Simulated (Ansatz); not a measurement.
# EuS (Fm-3m) in Ansatz: convergence with wavefunction cutoff

Aim: find how far wavefunction cutoff must go before the results for EuS settle, at PBE. This setting moves, with any that are tied to it; all else stays.

All numbers are computed with Ansatz 0.2.0; they aren't measurements. Logs are shortened: lines on timing, memory, paths and dates and some standing lists are left out, and cuts for length are marked.

## Step 1: The crystal as given

It takes space group Fm-3m (No. 225, cubic). The conventional cell has a = 5.957 Å, b = 5.957 Å, c = 5.957 Å, α = 90.00°, β = 90.00°, γ = 90.00°. Around Eu (site symmetry m-3m) lie 6 S at 2.98 Å. Around S (site symmetry m-3m) lie 6 Eu at 2.98 Å.

## Step 2: With wavefunction cutoff 400 eV

input.yaml reads:

```yaml
crystal:
  lattice:
    - [0.0, 2.9785, 2.9785]
    - [2.9785, 0.0, 2.9785]
    - [2.9785, 2.9785, 0.0]
  atoms:
    - { symbol: Eu, position: [0.0, 0.0, 0.0], spin: 7.0 }
    - { symbol: S, position: [0.5, 0.5, 0.5] }
hamiltonian:
  xc: pbe
  pseudopotentials: { kind: paw, level: accurate }
magnetization:
  spin_polarized: true
kpoints:
  mp_grid: { grid: [7, 7, 7] }
scf:
  occupations: { method: gaussian, width: 0.1 }
output:
  forces: true
  stress: true
  eigenvalues: true
basis:
  ecutwfc: "400 eV"
```

Potentials or basis: Ansatz PAW earlier set.

Started as:

```
$ ansatz run input.yaml --threads 2 --pin off --max-ram 5632MiB --backend cpu --events-out ev --progress --plain --runs-dir out
```

It took 2.2 s on 2 threads of Arm Neoverse V2, shared host; peak memory 0.44 GiB.

What came out:

| Quantity | Value |
| --- | --- |
| Free energy | -9680.9571 eV |
| Pressure | -2.0 GPa |
| Band gap on the k mesh | none (metal or under the smearing width) |
| Net moment | 6.99 μB per cell |
| Absolute moment | 7.15 μB per cell |
| Site moments | Eu +6.78; S -0.06 μB |

## Step 3: With wavefunction cutoff 500 eV

Changes to input.yaml since step 2:

```diff
@@ -22,2 +22,2 @@
 basis:
-  ecutwfc: "400 eV"
+  ecutwfc: "500 eV"
```

Potentials or basis: Ansatz PAW earlier set.

Started as:

```
$ ansatz run input.yaml --threads 2 --pin off --max-ram 5632MiB --backend cpu --events-out ev --progress --plain --runs-dir out
```

Wall time 2.9 s (2 threads of Arm Neoverse V2, shared host); peak memory 0.49 GiB.

What came out:

```
Free energy            : -9682.6931 eV
Pressure               : -2.3 GPa
Band gap on the k mesh : none (metal or under the smearing width)
Net moment             : 6.98 μB per cell
Absolute moment        : 7.11 μB per cell
Site moments           : Eu +6.76; S -0.06 μB
```

## Step 4: With wavefunction cutoff 600 eV

Changes to input.yaml since step 3:

```diff
@@ -22,2 +22,2 @@
 basis:
-  ecutwfc: "500 eV"
+  ecutwfc: "600 eV"
```

Started as:

```
$ ansatz run input.yaml --threads 2 --pin off --max-ram 5632MiB --backend cpu --events-out ev --progress --plain --runs-dir out
```

Wall time 3.8 s (2 threads of Arm Neoverse V2, shared host); peak memory 0.54 GiB.

Results:

- Free energy: -9682.7749 eV
- Pressure: -2.4 GPa
- Band gap on the k mesh: none (metal or under the smearing width)
- Net moment: 6.98 μB per cell
- Absolute moment: 7.11 μB per cell
- Site moments: Eu +6.76; S -0.06 μB

## Step 5: With wavefunction cutoff 700 eV

Changes to input.yaml since step 4:

```diff
@@ -22,2 +22,2 @@
 basis:
-  ecutwfc: "600 eV"
+  ecutwfc: "700 eV"
```

Started as:

```
$ ansatz run input.yaml --threads 2 --pin off --max-ram 5632MiB --backend cpu --events-out ev --progress --plain --runs-dir out
```

It took 3.8 s on 2 threads of Arm Neoverse V2, shared host; peak memory 0.61 GiB.

Results:

- Free energy: -9682.7757 eV
- Pressure: -2.4 GPa
- Band gap on the k mesh: none (metal or under the smearing width)
- Net moment: 6.98 μB per cell
- Absolute moment: 7.11 μB per cell
- Site moments: Eu +6.76; S -0.06 μB

## Step 6: With wavefunction cutoff 850 eV

Changes to input.yaml since step 5:

```diff
@@ -22,2 +22,2 @@
 basis:
-  ecutwfc: "700 eV"
+  ecutwfc: "850 eV"
```

Potentials or basis: Ansatz PAW earlier set.

Started as:

```
$ ansatz run input.yaml --threads 2 --pin off --max-ram 5632MiB --backend cpu --events-out ev --progress --plain --runs-dir out
```

It took 4.4 s on 2 threads of Arm Neoverse V2, shared host; peak memory 0.67 GiB.

The run converged. Its results:

```
Free energy            : -9682.7765 eV
Pressure               : -2.4 GPa
Band gap on the k mesh : none (metal or under the smearing width)
Net moment             : 6.98 μB per cell
Absolute moment        : 7.11 μB per cell
Site moments           : Eu +6.76; S -0.06 μB
```

## Step 7: With wavefunction cutoff 1000 eV

Changes to input.yaml since step 6:

```diff
@@ -22,2 +22,2 @@
 basis:
-  ecutwfc: "850 eV"
+  ecutwfc: "1000 eV"
```

Started as:

```
$ ansatz run input.yaml --threads 2 --pin off --max-ram 5632MiB --backend cpu --events-out ev --progress --plain --runs-dir out
```

Wall time 5.3 s (2 threads of Arm Neoverse V2, shared host); peak memory 0.76 GiB.

Results (log left out):

| Property | Result |
| --- | --- |
| Free energy | -9682.7768 eV |
| Pressure | -2.4 GPa |
| Band gap on the k mesh | none (metal or under the smearing width) |
| Net moment | 6.98 μB per cell |
| Absolute moment | 7.11 μB per cell |
| Site moments | Eu +6.76; S -0.06 μB |

## Step 8: With wavefunction cutoff 1200 eV

Changes to input.yaml since step 7:

```diff
@@ -22,2 +22,2 @@
 basis:
-  ecutwfc: "1000 eV"
+  ecutwfc: "1200 eV"
```

Started as:

```
$ ansatz run input.yaml --threads 2 --pin off --max-ram 5632MiB --backend cpu --events-out ev --progress --plain --runs-dir out
```

Wall time 6.3 s (2 threads of Arm Neoverse V2, shared host); peak memory 0.87 GiB.

The run converged. Its results:

```yaml
Free_energy: -9682.7770 eV
Pressure: -2.4 GPa
Band_gap_on_the_k_mesh: none (metal or under the smearing width)
Net_moment: 6.98 μB per cell
Absolute_moment: 7.11 μB per cell
Site_moments: Eu +6.76; S -0.06 μB
```

## Step 9: With wavefunction cutoff 1400 eV

Changes to input.yaml since step 8:

```diff
@@ -22,2 +22,2 @@
 basis:
-  ecutwfc: "1200 eV"
+  ecutwfc: "1400 eV"
```

Potentials or basis: Ansatz PAW earlier set.

Started as:

```
$ ansatz run input.yaml --threads 2 --pin off --max-ram 5632MiB --backend cpu --events-out ev --progress --plain --runs-dir out
```

Run time: 8.4 s. Hardware: 2 threads of Arm Neoverse V2, shared host; peak memory 1 GiB.

Results (log left out):

* Free energy: -9682.7771 eV
* Pressure: -2.4 GPa
* Band gap on the k mesh: none (metal or under the smearing width)
* Net moment: 6.98 μB per cell
* Absolute moment: 7.11 μB per cell
* Site moments: Eu +6.76; S -0.06 μB

## Step 10: With wavefunction cutoff 1700 eV

Changes to input.yaml since step 9:

```diff
@@ -22,2 +22,2 @@
 basis:
-  ecutwfc: "1400 eV"
+  ecutwfc: "1700 eV"
```

Potentials or basis: Ansatz PAW earlier set.

Started as:

```
$ ansatz run input.yaml --threads 2 --pin off --max-ram 5632MiB --backend cpu --events-out ev --progress --plain --runs-dir out
```

The program printed:

```text
Warning: RAYON_NUM_THREADS=2 ignored (pool sized by the plan → 2); use --threads N
Engine: ansatz 0.2.0, aarch64-unknown-linux-gnu
Pseudopotentials: kind: paw, level: accurate
Pseudopotential: Eu, paw, valence charge 17, recommended cutoff 720 eV (high), Eu.paw.azcp
Pseudopotential: S, paw, valence charge 6, recommended cutoff 580 eV (normal), S.paw.azcp#accurate
Functional definition: PBE
  parameter kappa = 0.804
  parameter beta = 0.06672455060314922
  exchange = pbe_x(kappa = kappa, mu = beta*pi^2/3)
  correlation = pbe_c(beta = beta)
Crystal: 2 atoms, lattice volume = 52.847 Å³
Basis set: ecut = 1700 eV, 8393 PW (Γ), exchange–correlation on 128×128×128 points (8 copies of the dense FFT grid, shifted against one another)
Bands: 19, of which v1, the nominal top of the filled ones, is band 12 counted from 1 (11 counted from 0)
Symmetry: 48 space group operations
Space group: Fm-3m (ITA 225), of the structure as read, at distance tolerance 3.8e-5 Å
Magnetic group: BNS 225.116 (UNI 1618), of the structure as read, at distance tolerance 3.8e-5 Å
k-points: 20 of 343
Non-local potential: Eu, projectors of the file, l = 0: 3, l = 1: 3, l = 2: 2, l = 3: 4
Non-local potential: S, projectors of the file, l = 0: 3, l = 1: 3, l = 2: 2, l = 3: 1, l = 4: 1
PAW form: soft (Blöchl's): semilocal exchange-correlation on the pseudo side does not see the compensation charge
PAW one-centre angular grid: Eu, 590 points (default); XC on 64 Gauss nodes
PAW one-centre angular grid: S, 194 points (default); XC on 64 Gauss nodes
Initial density: superposition of atomic densities (chi_scale 0.1, normalization cell)
Starting moments: Σ|m| = 7 μB on 1 of 2 sites
Initial wavefunctions: pseudopotential atomic-orbital guess
Functional: x = pbe(κ = 0.804, μ = 0.2195149727645171), c = pbe(β = 0.06672455060314922)
SCF iter   1: F=—  HF=-9682.984963 eV  |F-HF|=—  |Δ(HF+E_count)|=         —  Δρ=1.91e-2 (↑1.66e-2 ↓1.91e-2)  dr2=1.38e0  dr2_m=1.21e-2  M=6.999 μB ∫|m|=7.054 μB  β_m=0.30  ethr=3.10e-3  ⟨swp⟩=7.4  Hψ=4269  notcnv=0
Mixer restart at iter 1: flushing history
preconditioner: auto → none  [insulator: Δε(μ)=0.150 eV  Ē_g=11.676 eV  σ=0.100 eV  W_gap=0.55  n_scr=14 (ndim 8)  ℏωp=23.4 eV  f_vac=0.000  D(μ)=0.50/eV (n_scr^D=0)  ε∞_Penn≈5.0]
SCF iter   2: F=—  HF=-9682.728307 eV  |F-HF|=—  |Δ(HF+E_count)|=   2.57e-1  Δρ=1.08e-2 (↑1.08e-2 ↓8.61e-3)  dr2=1.54e-1  dr2_m=1.58e-2  M=6.997 μB ∫|m|=7.081 μB  β_m=0.36  ethr=3.10e-3  ⟨swp⟩=3.1  Hψ=1644  notcnv=0  defer=41
preconditioner: auto → Kerker (q_TF=auto, 2.375 Å⁻¹)  [metal: Δε(μ)=0.097 eV  Ē_g=11.562 eV  σ=0.100 eV  W_gap=0.49  n_scr=14 (ndim 8)  ℏωp=23.4 eV  f_vac=0.000  D(μ)=0.47/eV (n_scr^D=0)]
spin=Collinear: Kerker preconditioning applied to the charge; magnetization (m = ρ↑ − ρ↓) channel mixes plain (no charge-response kernel on spin).
SCF iter   3: F=—  HF=-9682.736391 eV  |F-HF|=—  |Δ(HF+E_count)|=   8.08e-3  Δρ=5.71e-3 (↑5.71e-3 ↓5.04e-3)  dr2=3.66e-2  dr2_m=2.97e-3  M=6.992 μB ∫|m|=7.093 μB  β_m=0.57  ethr=6.71e-4  ⟨swp⟩=2.2  Hψ=1280  notcnv=0  defer=41
SCF iter   4: F=—  HF=-9682.764412 eV  |F-HF|=—  |Δ(HF+E_count)|=   2.80e-2  Δρ=2.54e-3 (↑2.54e-3 ↓1.68e-3)  dr2=6.10e-3  dr2_m=5.33e-4  M=6.983 μB ∫|m|=7.101 μB  β_m=0.79  ethr=1.59e-4  ⟨swp⟩=1.8  Hψ=864  notcnv=0  defer=41
SCF iter   5: F=—  HF=-9682.776646 eV  |F-HF|=—  |Δ(HF+E_count)|=   1.22e-2  Δρ=6.93e-4 (↑6.93e-4 ↓2.63e-4)  dr2=3.04e-4  dr2_m=6.06e-5  M=6.978 μB ∫|m|=7.107 μB  β_m=0.89  ethr=2.65e-5  ⟨swp⟩=2.0  Hψ=1362  notcnv=0  defer=41
SCF iter   6: F=—  HF=-9682.777257 eV  |F-HF|=—  |Δ(HF+E_count)|=   6.11e-4  Δρ=1.71e-4 (↑1.71e-4 ↓6.30e-5)  dr2=3.99e-5  dr2_m=2.49e-6  M=6.977 μB ∫|m|=7.108 μB  β_m=0.95  ethr=1.32e-6  ⟨swp⟩=2.0  Hψ=1375  notcnv=0  defer=41
SCF iter   7: F=—  HF=-9682.777290 eV  |F-HF|=—  |Δ(HF+E_count)|=   3.28e-5  Δρ=3.86e-5 (↑3.86e-5 ↓3.33e-5)  dr2=3.91e-6  dr2_m=6.48e-8  M=6.976 μB ∫|m|=7.108 μB  β_m=0.97  ethr=1.74e-7  ⟨swp⟩=2.0  Hψ=1231  notcnv=0  defer=41
SCF iter   8: F=—  HF=-9682.777292 eV  |F-HF|=—  |Δ(HF+E_count)|=   1.69e-6  Δρ=3.67e-5 (↑3.67e-5 ↓7.87e-6)  dr2=5.13e-7  dr2_m=1.50e-7  M=6.976 μB ∫|m|=7.108 μB  β_m=0.99  ethr=1.70e-8  ⟨swp⟩=2.4  Hψ=1163  notcnv=0  defer=41
SCF iter   9: F=—  HF=-9682.777292 eV  |F-HF|=—  |Δ(HF+E_count)|=   5.11e-7  Δρ=9.48e-6 (↑9.48e-6 ↓1.15e-6)  dr2=2.77e-8  dr2_m=1.10e-8  M=6.976 μB ∫|m|=7.108 μB  β_m=0.99  ethr=2.23e-9  ⟨swp⟩=2.0  Hψ=1223  notcnv=0  defer=41
SCF iter  10: F=-9682.777292 eV  HF=-9682.777292 eV  |F-HF|=5.88e-10  |Δ(HF+E_count)|=   4.53e-9  Δρ=1.87e-6 (↑1.87e-6 ↓3.15e-7)  dr2=1.28e-9  dr2_m=4.28e-10  M=6.976 μB ∫|m|=7.108 μB  ethr=1.20e-10  ⟨swp⟩=4.5  Hψ=2839  notcnv=0
SCF 1 converged in 10 iterations: F = -9682.777292 eV  dr2 = 1.28e-9
SCF converged after 10 iterations
Magnetization: 6.9761 μB (14.9881 up, 8.0119 down)
Absolute magnetization: 7.1079 μB (∫|ρ↑−ρ↓|, with the PAW one-centre terms)
Spin contamination: 0.0111 ħ² per cell (⟨S²⟩ above its minimum at these occupations)
Per-site moments (μB) at R_I (Å): [(6.7585449915092, 1.22863125), (-0.05974720928237695, 1.22863125)]
Free energy (F): -9682.777292 eV
Harris-Foulkes:  -9682.777292 eV  (|F-HF|=5.88e-10)
Internal energy: -9682.772514 eV  (E = F + TS)
E sigma→0 (E₀):  -9682.774903 eV
Entropy (-TS):   -0.004778 eV (-2.389 meV/atom)
Fermi energy:    10.211300 eV
--- Per-component energies (eV) ---
  E_band       = -9.584405
  E_kinetic    = 566.941626
  E_local      = -2529.868413  (includes V_loc(G=0)·N_el)
  E_nonlocal   = 768.901424
  E_hartree    = 910.518627
  E_xc         = -767.959127
  E_vxc        = -343.988125  (∫ρ·V_xc dr)
  E_paw        = -6561.661481  (= ΣΔE_a, less E_core_relax)
  E_vpaw       = -292.610016  (= ΣTr[D̂ρ^β], less what the cores' own moments, if any, meet on the grid)
  E_core_relax = -0.000388  (the energy of the cores' relaxation)
  E_aug_tail   = -0.000099  (compensation charges beyond the density's cutoff)
  E_ewald      = -2069.644683
  E_smearing   = -0.004778  (= −TS)
  E_closure    = 0.000000  (closes the sum)
  Σ components = -9682.777292   (vs F -9682.777292, Δ=0.00e0)
--- Forces (eV/Å), atoms counted from 1 ---
  atom   1  Eu    -0.00000000     0.00000000     0.00000000
  atom   2  S      0.00000000    -0.00000000     0.00000000
  max |Σ_I F_I| component: 1.54e-30 eV/Å
--- Stress (GPa, compression-positive) ---
       -2.416694       0.000000       0.000000
       -0.000000      -2.416694      -0.000000
       -0.000000       0.000000      -2.416694
  P = ⅓ Tr σ = -2.4167 GPa (-24.167 kbar)
--- Band table (eV; the first three rows and the last of 40) ---
  k-point 0 ↑: bands = ["-31.1437", "-9.8919", "-9.8919", "-9.8919", "-3.2082", "7.4906", "7.4906", "7.4906", "9.8086", "9.9634", "9.9634", "9.9634", "10.2805", "10.2805", "10.2805", "11.0923", "11.3562", "11.3562", "11.3562"]
  k-point 1 ↑: bands = ["-31.1412", "-9.9584", "-9.8966", "-9.8966", "-3.0557", "6.8099", "7.2373", "7.2373", "9.7995", "9.9268", "9.9268", "9.9642", "10.0827", "10.1207", "10.1207", "11.4255", "11.7303", "11.7303", "12.1625"]
  k-point 2 ↑: bands = ["-31.1357", "-10.1010", "-9.9072", "-9.9072", "-2.7055", "5.7019", "6.7646", "6.7646", "9.7888", "9.8708", "9.8708", "9.9660", "9.9753", "9.9791", "9.9791", "11.8825", "12.6372", "12.6372", "13.6971"]
  k-point 19 ↓: bands = ["-28.0561", "-7.8648", "-7.8325", "-7.7200", "-2.6001", "6.1974", "6.6628", "6.7670", "12.0969", "13.0388", "14.3526", "14.4449", "14.4981", "14.5880", "14.6616", "14.8247", "14.9632", "15.1109", "15.4322"]
```

Run time: 11 s. Hardware: 2 threads of Arm Neoverse V2, shared host; peak memory 1.2 GiB.

What came out:

* Free energy: -9682.7773 eV
* Pressure: -2.4 GPa
* Band gap on the k mesh: none (metal or under the smearing width)
* Net moment: 6.98 μB per cell
* Absolute moment: 7.11 μB per cell
* Site moments: Eu +6.76; S -0.06 μB

## Step 11: The series at a glance

```
wavefunction cutoff  energy less the tightest run, at zero smearing (meV/atom)  pressure (GPa)  absolute moment (μB)  SCF cycles  CPU time (s)  peak memory (GiB)
             400 eV                                                     909.91           -2.03                  7.15          10           3.8               0.44
             500 eV                                                      42.05           -2.34                  7.11          10             5               0.49
             600 eV                                                       1.19           -2.42                  7.11          10           6.4               0.54
             700 eV                                                       0.80           -2.42                  7.11          10           6.8               0.61
             850 eV                                                       0.41           -2.42                  7.11          10             8               0.67
            1000 eV                                                       0.25           -2.42                  7.11          10           9.6               0.76
            1200 eV                                                       0.14           -2.42                  7.11          10            12               0.87
            1400 eV                                                       0.09           -2.42                  7.11          10            16                  1
            1700 eV                                                       0.00           -2.42                  7.11          10            19                1.2
```

Against the tightest run, the energy stays within 1 meV/atom from 700 eV on; the pressure stays within 0.1 GPa from 500 eV on; the absolute moment stays within 0.02 μB from 500 eV on. The tightest run that finished is the yardstick and may itself not be fully converged.

Caveats: spin-orbit coupling is left out, which moves the levels of the heavy elements; a cell with one magnetic atom can't hold antiferromagnetic order, which such compounds often take; without U or exact exchange the open f shell lies at the Fermi level, which spoils levels, moments and volumes.
